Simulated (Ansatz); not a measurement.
# Rhodium, omega (AlB2-type) under PBEsol: structure, energy and stiffness, part 2 of 2

Aim: take rhodium in the omega (AlB2-type) structure, relax it, solve it on a dense k-mesh, then scale the cell to 7 volumes from 88 to 112 % of the relaxed one and try a fit of the equation of state. Spin polarisation is left out. The k-meshes are 9×9×12 for the relaxation; 11×11×16 for the dense run; 10×10×13 for the volumes.

Ansatz 0.2.0; DFT, PBEsol, plane waves (420 eV) with PAW, scalar-relativistic. The steps go on from the part before.

### 4 Equation of state: 88 %

Input file input.yaml:

```yaml
crystal:
  lattice:
    - [4.1028806027, 0.0, 0.0]
    - [-2.0514403014, 3.5531988306, 0.0]
    - [0.0, 0.0, 2.5161172436]
  atoms:
    - { symbol: Rh, position: [0.0, 0.0, 0.0] }
    - { symbol: Rh, position: [0.3333333333, 0.6666666667, 0.5] }
    - { symbol: Rh, position: [0.6666666667, 0.3333333333, 0.5] }
hamiltonian:
  xc: pbesol
  pseudopotentials:
    kind: paw
    azcp:
      Rh: "pseudopotentials/Rh.paw.azcp"
basis:
  ecutwfc: 420
  fft_grid_basis: typed
kpoints:
  mp_grid: { grid: [10, 10, 13], shift: [0, 0, 0] }
magnetization:
  spin_polarized: false
scf:
  occupations: { method: fermi_dirac, width: 0.1 }
  lower_state_search: "off"
output:
  stress: true
```

What it wrote, shortened:

```text
Warning: <dir> the record states the generating functional pbe (its physics header spells it `PBE`), which answers neither for hamiltonian.xc's functional nor for the pbesol family's — results may be inconsistent (PPs are generated against a specific XC)
Warning: RAYON_NUM_THREADS=2 ignored (pool sized by the plan → 2); use --threads N
[...]
Pseudopotentials: kind: paw
Pseudopotential: Rh, paw, valence charge 17, recommended cutoff 420 eV (normal), <dir>
Functional definition: PBEsol
[...]
Crystal: 3 atoms, lattice volume = 36.681 Å³
Basis set: ecut = 420 eV, 705 PW (Γ)
Bands: 31, of which v1, the nominal top of the filled ones, is band 26 counted from 1 (25 counted from 0)
Symmetry: 24 space group operations
Space group: P6/mmm (ITA 191), of the structure as read, at distance tolerance 3.3e-5 Å
k-points: 98 of 1300
[...]
SCF iter   1: F=—  HF=-19014.932913 eV  |F-HF|=—  |Δ(HF+E_count)|=         —  Δρ=1.36e-2  dr2=3.47e-2  ethr=1.77e-3  ⟨swp⟩=5.2  Hψ=11163  notcnv=0
[...]
SCF iter   6: F=-19014.925097 eV  HF=-19014.925097 eV  |F-HF|=1.14e-8  |Δ(HF+E_count)|=   4.27e-8  Δρ=6.24e-6  dr2=1.34e-8  ethr=1.96e-10  ⟨swp⟩=4.0  Hψ=10145  notcnv=0
[...]
SCF converged after 6 iterations
Free energy (F): -19014.925097 eV
[...]
E sigma→0 (E₀):  -19014.852034 eV
Entropy (-TS):   -0.146126 eV (-48.709 meV/atom)
Fermi energy:    25.874606 eV
[...]
--- Stress (GPa, compression-positive) ---
       49.966964      -0.000000       0.000000
       -0.000000      49.966964       0.000000
        0.000000       0.000000      44.829765
  P = ⅓ Tr σ = 48.2546 GPa (482.546 kbar)
```

Run time: 1.4 s. Hardware: 2 threads of an x86-64 CPU, shared host; peak memory 0.48 GiB.

### 5 Equation of state: 92 %

Edit input.yaml of step 4 so:

```diff
@@ -2,5 +2,5 @@
   lattice:
-    - [4.1028806027, 0.0, 0.0]
-    - [-2.0514403014, 3.5531988306, 0.0]
-    - [0.0, 0.0, 2.5161172436]
+    - [4.1641266561, 0.0, 0.0]
+    - [-2.0820633281, 3.6062394687, 0.0]
+    - [0.0, 0.0, 2.5536767697]
   atoms:
@@ -27 +27,5 @@
   stress: true
+  write_density: true
+  write_potential: true
+  elf: true
+  volumetric_format: npy
```

What it wrote, shortened:

```text
Warning: <dir> the record states the generating functional pbe (its physics header spells it `PBE`), which answers neither for hamiltonian.xc's functional nor for the pbesol family's — results may be inconsistent (PPs are generated against a specific XC)
Warning: RAYON_NUM_THREADS=2 ignored (pool sized by the plan → 2); use --threads N
[...]
[... 3 set-up lines as earlier in the session ...]
[...]
Crystal: 3 atoms, lattice volume = 38.348 Å³
Basis set: ecut = 420 eV, 747 PW (Γ)
Bands: 31, of which v1, the nominal top of the filled ones, is band 26 counted from 1 (25 counted from 0)
[... 1 set-up line as earlier in the session ...]
Space group: P6/mmm (ITA 191), of the structure as read, at distance tolerance 3.4e-5 Å
k-points: 98 of 1300
[...]
SCF iter   1: F=—  HF=-19015.326246 eV  |F-HF|=—  |Δ(HF+E_count)|=         —  Δρ=1.33e-2  dr2=3.94e-2  ethr=1.77e-3  ⟨swp⟩=5.3  Hψ=10971  notcnv=0
[...]
SCF iter   6: F=-19015.318280 eV  HF=-19015.318280 eV  |F-HF|=1.55e-8  |Δ(HF+E_count)|=   3.37e-8  Δρ=6.65e-6  dr2=1.77e-8  ethr=1.96e-10  ⟨swp⟩=8.8  Hψ=19812  notcnv=0
[...]
SCF converged after 6 iterations
Free energy (F): -19015.318280 eV
[...]
E sigma→0 (E₀):  -19015.239864 eV
Entropy (-TS):   -0.156832 eV (-52.277 meV/atom)
Fermi energy:    24.466099 eV
[...]
--- Stress (GPa, compression-positive) ---
       29.263785      -0.000000       0.000000
       -0.000000      29.263785       0.000000
        0.000000       0.000000      25.852411
  P = ⅓ Tr σ = 28.1267 GPa (281.267 kbar)
--- Band table (eV; the first three rows and the last of 98) ---
[...]
```

It took 2 s on 2 threads of an x86-64 CPU, shared host; peak memory 0.5 GiB.

Density in a lattice plane of the grid's cell (edges 4.16 and 4.16 Å, at 0.500 of the third edge), which holds Rh.

Ten even steps from ' ' (0.29 e/Å³) to '@' (14.16 e/Å³):
```
                                                
                                                
                ..::::::..                      
            ..::--====--::..                    
          ..--++####**++--..                    
        ..--++%%@@@@##++::..                    
      ..::==##@@@@%%**--..                      
      ..--++##%%%%**==::                        
      ..::==++++==--..            ........      
      ..::::--::::..          ..::::--::::..    
        ........            ..--==++++==::..    
                          ::==**%%%%##++--..    
                        ..--**%%@@@@##==::..    
                      ..::++##@@@@%%++--..      
                      ..--++**####++--..        
                      ..::--====--::..          
                        ..::::::..              
                                                
                                                
                                                
```
Columns run along the first of these edges and rows up along the second, over one cell in 24 and 20 even steps from the bottom left corner. Atoms in the plane (fractional): Rh at (0.33, 0.67), Rh at (0.67, 0.33).

ELF in the same plane.

Ten even steps from '0' (0.20) to '9' (0.77):
```
100111100011110001110001
000100001233210000110000
011000024566531000111000
110001468888641000111111
110014799999741001111111
100147999998631001000001
101368999997520000000000
112478999985311100000000
112478998753111123443211
112457775421112457775421
111234432111135789987421
100000000111358999987421
100000000002579999986310
110000010013689999974100
111111110014799999741001
111111100014688886410001
000011100013566542000011
000001100001233210000100
110001110001111000111100
110011111111111111111001
```
Columns run along the first of these edges and rows up along the second, over one cell in 24 and 20 even steps from the bottom left corner. Atoms in the plane (fractional): Rh at (0.33, 0.67), Rh at (0.67, 0.33).

Both are smooth fields of the valence electrons: close to the nuclei they are not physical.

### 6 Equation of state: 96 %

Edit input.yaml of step 5 so:

```diff
@@ -2,5 +2,5 @@
   lattice:
-    - [4.1641266561, 0.0, 0.0]
-    - [-2.0820633281, 3.6062394687, 0.0]
-    - [0.0, 0.0, 2.5536767697]
+    - [4.2236222179, 0.0, 0.0]
+    - [-2.111811109, 3.6577641367, 0.0]
+    - [0.0, 0.0, 2.5901627959]
   atoms:
```

What it wrote, shortened:

```text
Warning: <dir> the record states the generating functional pbe (its physics header spells it `PBE`), which answers neither for hamiltonian.xc's functional nor for the pbesol family's — results may be inconsistent (PPs are generated against a specific XC)
Warning: RAYON_NUM_THREADS=2 ignored (pool sized by the plan → 2); use --threads N
[...]
[... 3 set-up lines as earlier in the session ...]
[...]
Crystal: 3 atoms, lattice volume = 40.015 Å³
Basis set: ecut = 420 eV, 783 PW (Γ)
Bands: 31, of which v1, the nominal top of the filled ones, is band 26 counted from 1 (25 counted from 0)
[... 2 set-up lines as earlier in the session ...]
k-points: 98 of 1300
[...]
SCF iter   1: F=—  HF=-19015.534329 eV  |F-HF|=—  |Δ(HF+E_count)|=         —  Δρ=1.31e-2  dr2=4.55e-2  ethr=1.77e-3  ⟨swp⟩=5.2  Hψ=10806  notcnv=0
[...]
SCF iter   6: F=-19015.525443 eV  HF=-19015.525443 eV  |F-HF|=1.68e-8  |Δ(HF+E_count)|=   1.12e-8  Δρ=6.81e-6  dr2=1.94e-8  ethr=1.96e-10  ⟨swp⟩=8.8  Hψ=19904  notcnv=0
[...]
SCF converged after 6 iterations
Free energy (F): -19015.525443 eV
[...]
E sigma→0 (E₀):  -19015.441513 eV
Entropy (-TS):   -0.167861 eV (-55.954 meV/atom)
Fermi energy:    23.174484 eV
[...]
--- Stress (GPa, compression-positive) ---
       13.010129       0.000000      -0.000000
        0.000000      13.010129       0.000000
       -0.000000       0.000000      10.958556
  P = ⅓ Tr σ = 12.3263 GPa (123.263 kbar)
--- Band table (eV; the first three rows and the last of 98) ---
[...]
```

It took 2.4 s on 2 threads of an x86-64 CPU, shared host; peak memory 0.5 GiB.

### 7 Equation of state: 100 %

Edit input.yaml of step 6 so:

```diff
@@ -2,5 +2,5 @@
   lattice:
-    - [4.2236222179, 0.0, 0.0]
-    - [-2.111811109, 3.6577641367, 0.0]
-    - [0.0, 0.0, 2.5901627959]
+    - [4.2814872471, 0.0, 0.0]
+    - [-2.1407436236, 3.7078767219, 0.0]
+    - [0.0, 0.0, 2.6256488877]
   atoms:
@@ -27,5 +27 @@
   stress: true
-  write_density: true
-  write_potential: true
-  elf: true
-  volumetric_format: npy
```

What it wrote, shortened:

```text
Warning: <dir> the record states the generating functional pbe (its physics header spells it `PBE`), which answers neither for hamiltonian.xc's functional nor for the pbesol family's — results may be inconsistent (PPs are generated against a specific XC)
Warning: RAYON_NUM_THREADS=2 ignored (pool sized by the plan → 2); use --threads N
[...]
[... 3 set-up lines as earlier in the session ...]
[...]
Crystal: 3 atoms, lattice volume = 41.683 Å³
Basis set: ecut = 420 eV, 795 PW (Γ)
Bands: 31, of which v1, the nominal top of the filled ones, is band 26 counted from 1 (25 counted from 0)
[... 2 set-up lines as earlier in the session ...]
k-points: 98 of 1300
[...]
SCF iter   1: F=—  HF=-19015.596749 eV  |F-HF|=—  |Δ(HF+E_count)|=         —  Δρ=1.30e-2  dr2=5.21e-2  ethr=1.77e-3  ⟨swp⟩=5.3  Hψ=10692  notcnv=0
[...]
SCF iter   6: F=-19015.586600 eV  HF=-19015.586600 eV  |F-HF|=1.32e-8  |Δ(HF+E_count)|=   1.81e-8  Δρ=6.53e-6  dr2=1.55e-8  ethr=1.96e-10  ⟨swp⟩=4.0  Hψ=10846  notcnv=0
[...]
SCF converged after 6 iterations
Free energy (F): -19015.586600 eV
[...]
E sigma→0 (E₀):  -19015.496993 eV
Entropy (-TS):   -0.179214 eV (-59.738 meV/atom)
Fermi energy:    21.986259 eV
[...]
--- Stress (GPa, compression-positive) ---
        0.259855      -0.000000       0.000000
       -0.000000       0.259855       0.000000
        0.000000       0.000000      -0.721834
  P = ⅓ Tr σ = -0.0674 GPa (-0.674 kbar)
```

Run time: 1.4 s. Hardware: 2 threads of an x86-64 CPU, shared host; peak memory 0.5 GiB.

### 8 Equation of state: 104 %

Edit input.yaml of step 7 so:

```diff
@@ -2,5 +2,5 @@
   lattice:
-    - [4.2814872471, 0.0, 0.0]
-    - [-2.1407436236, 3.7078767219, 0.0]
-    - [0.0, 0.0, 2.6256488877]
+    - [4.3378290667, 0.0, 0.0]
+    - [-2.1689145334, 3.756670169, 0.0]
+    - [0.0, 0.0, 2.6602008617]
   atoms:
```

What it wrote, shortened:

```text
Warning: <dir> the record states the generating functional pbe (its physics header spells it `PBE`), which answers neither for hamiltonian.xc's functional nor for the pbesol family's — results may be inconsistent (PPs are generated against a specific XC)
Warning: RAYON_NUM_THREADS=2 ignored (pool sized by the plan → 2); use --threads N
[...]
[... 3 set-up lines as earlier in the session ...]
[...]
Crystal: 3 atoms, lattice volume = 43.350 Å³
Basis set: ecut = 420 eV, 903 PW (Γ)
Bands: 31, of which v1, the nominal top of the filled ones, is band 26 counted from 1 (25 counted from 0)
[... 2 set-up lines as earlier in the session ...]
k-points: 98 of 1300
[...]
SCF iter   1: F=—  HF=-19015.544469 eV  |F-HF|=—  |Δ(HF+E_count)|=         —  Δρ=1.30e-2  dr2=5.98e-2  ethr=1.77e-3  ⟨swp⟩=5.1  Hψ=10469  notcnv=0
[...]
SCF iter   6: F=-19015.533348 eV  HF=-19015.533348 eV  |F-HF|=7.40e-9  |Δ(HF+E_count)|=   5.22e-8  Δρ=6.70e-6  dr2=9.83e-9  ethr=1.96e-10  ⟨swp⟩=4.0  Hψ=11138  notcnv=0
[...]
SCF converged after 6 iterations
Free energy (F): -19015.533348 eV
[...]
E sigma→0 (E₀):  -19015.437910 eV
Entropy (-TS):   -0.190877 eV (-63.626 meV/atom)
Fermi energy:    20.889889 eV
[...]
--- Stress (GPa, compression-positive) ---
       -9.720994       0.000000      -0.000000
       -0.000000      -9.720994       0.000000
       -0.000000       0.000000      -9.860985
  P = ⅓ Tr σ = -9.7677 GPa (-97.677 kbar)
```

Wall time 2 s (2 threads of an x86-64 CPU, shared host); peak memory 0.49 GiB.

### 9 Equation of state: 108 %

Edit input.yaml of step 8 so:

```diff
@@ -2,5 +2,5 @@
   lattice:
-    - [4.3378290667, 0.0, 0.0]
-    - [-2.1689145334, 3.756670169, 0.0]
-    - [0.0, 0.0, 2.6602008617]
+    - [4.3927441251, 0.0, 0.0]
+    - [-2.1963720626, 3.8042280046, 0.0]
+    - [0.0, 0.0, 2.6938778654]
   atoms:
@@ -27 +27,5 @@
   stress: true
+  write_density: true
+  write_potential: true
+  elf: true
+  volumetric_format: npy
```

What it wrote, shortened:

```text
Warning: <dir> the record states the generating functional pbe (its physics header spells it `PBE`), which answers neither for hamiltonian.xc's functional nor for the pbesol family's — results may be inconsistent (PPs are generated against a specific XC)
Warning: RAYON_NUM_THREADS=2 ignored (pool sized by the plan → 2); use --threads N
[...]
[... 3 set-up lines as earlier in the session ...]
[...]
Crystal: 3 atoms, lattice volume = 45.017 Å³
Basis set: ecut = 420 eV, 903 PW (Γ)
Bands: 31, of which v1, the nominal top of the filled ones, is band 26 counted from 1 (25 counted from 0)
[... 1 set-up line as earlier in the session ...]
Space group: P6/mmm (ITA 191), of the structure as read, at distance tolerance 3.6e-5 Å
k-points: 98 of 1300
[...]
SCF iter   1: F=—  HF=-19015.402563 eV  |F-HF|=—  |Δ(HF+E_count)|=         —  Δρ=1.30e-2  dr2=6.92e-2  ethr=1.77e-3  ⟨swp⟩=5.1  Hψ=10211  notcnv=0
[...]
SCF iter   6: F=-19015.390698 eV  HF=-19015.390698 eV  |F-HF|=6.28e-9  |Δ(HF+E_count)|=   1.87e-7  Δρ=7.94e-6  dr2=9.58e-9  ethr=1.96e-10  ⟨swp⟩=8.2  Hψ=19542  notcnv=0
[...]
SCF converged after 6 iterations
Free energy (F): -19015.390698 eV
[...]
E sigma→0 (E₀):  -19015.289284 eV
Entropy (-TS):   -0.202828 eV (-67.609 meV/atom)
Fermi energy:    19.875471 eV
[...]
--- Stress (GPa, compression-positive) ---
      -17.502557       0.000000       0.000000
        0.000000     -17.502557       0.000000
        0.000000       0.000000     -16.980865
  P = ⅓ Tr σ = -17.3287 GPa (-173.287 kbar)
--- Band table (eV; the first three rows and the last of 98) ---
[...]
```

It took 2.4 s on 2 threads of an x86-64 CPU, shared host; peak memory 0.5 GiB.

### 10 Equation of state: 112 %

Edit input.yaml of step 9 so:

```diff
@@ -2,5 +2,5 @@
   lattice:
-    - [4.3927441251, 0.0, 0.0]
-    - [-2.1963720626, 3.8042280046, 0.0]
-    - [0.0, 0.0, 2.6938778654]
+    - [4.4463194555, 0.0, 0.0]
+    - [-2.2231597278, 3.8506256018, 0.0]
+    - [0.0, 0.0, 2.7267332725]
   atoms:
@@ -27,5 +27 @@
   stress: true
-  write_density: true
-  write_potential: true
-  elf: true
-  volumetric_format: npy
```

What it wrote, shortened:

```text
Warning: <dir> the record states the generating functional pbe (its physics header spells it `PBE`), which answers neither for hamiltonian.xc's functional nor for the pbesol family's — results may be inconsistent (PPs are generated against a specific XC)
Warning: RAYON_NUM_THREADS=2 ignored (pool sized by the plan → 2); use --threads N
[...]
[... 3 set-up lines as earlier in the session ...]
[...]
Crystal: 3 atoms, lattice volume = 46.685 Å³
Basis set: ecut = 420 eV, 939 PW (Γ)
Bands: 31, of which v1, the nominal top of the filled ones, is band 26 counted from 1 (25 counted from 0)
[... 2 set-up lines as earlier in the session ...]
k-points: 98 of 1300
[...]
SCF iter   1: F=—  HF=-19015.191430 eV  |F-HF|=—  |Δ(HF+E_count)|=         —  Δρ=1.31e-2  dr2=7.95e-2  ethr=1.77e-3  ⟨swp⟩=5.0  Hψ=10118  notcnv=0
[...]
SCF iter   6: F=-19015.178569 eV  HF=-19015.178569 eV  |F-HF|=3.28e-9  |Δ(HF+E_count)|=   3.58e-7  Δρ=9.18e-6  dr2=8.57e-9  ethr=1.96e-10  ⟨swp⟩=4.0  Hψ=11212  notcnv=0
[...]
SCF converged after 6 iterations
Free energy (F): -19015.178569 eV
[...]
E sigma→0 (E₀):  -19015.071058 eV
Entropy (-TS):   -0.215023 eV (-71.674 meV/atom)
Fermi energy:    18.934534 eV
[...]
--- Stress (GPa, compression-positive) ---
      -23.531491      -0.000000       0.000000
       -0.000000     -23.531491       0.000000
        0.000000       0.000000     -22.490847
  P = ⅓ Tr σ = -23.1846 GPa (-231.846 kbar)
```

It took 1.9 s on 2 threads of an x86-64 CPU, shared host; peak memory 0.48 GiB.

### 11 The equation of state

The cell was scaled evenly, with its shape and the fractional positions fixed.

| V (Å³/atom) | E − E₀ (meV/atom) | P from the stress (GPa) | P from the fit (GPa) |
| --- | --- | --- | --- |
| 12.227 | 215.0 | 48.25 | 47.83 |
| 12.783 | 85.7 | 28.13 | 27.59 |
| 13.338 | 18.5 | 12.33 | 11.77 |
| 13.894 | 0.0 | -0.07 | -0.62 |
| 14.450 | 19.7 | -9.77 | -10.32 |
| 15.006 | 69.3 | -17.33 | -17.91 |
| 15.562 | 142.0 | -23.18 | -23.83 |

A third-order Birch-Murnaghan fit gives V₀ = 13.863 Å³/atom, B₀ = 276 GPa and B₀′ = 5.1; it misses no point by more than 0.06 meV/atom.

Fit and stress differ a little: one follows E(σ → 0), the other the smeared free energy.

### 12 What came out

What follows sums up all 2 parts.

| quantity | value |
| --- | --- |
| space group (spins left aside) | P6/mmm (No. 191) |
| conventional cell | a = 4.281 Å, c = 2.626 Å (c/a = 0.613) |
| volume | 13.894 Å³/atom |
| shortest distance | 2.472 Å |
| gap on the mesh | none (levels filled in part) |
| relative to fcc | +247 meV/atom |
| V₀, B₀, B₀′ | 13.863 Å³/atom, 276 GPa, 5.1 |

What this shows: The relaxation enlarged the cell by 1.0 % in volume. Against the reference form of rhodium (fcc, computed apart with the same settings) it stands 247 meV/atom higher, so it is far from stable. No gap shows: it is a metal or semimetal at this level. B₀ comes out at 276 GPa; letting shape and positions relax at each volume could only lower it. Relaxation kept the symmetry; phonons were not checked.
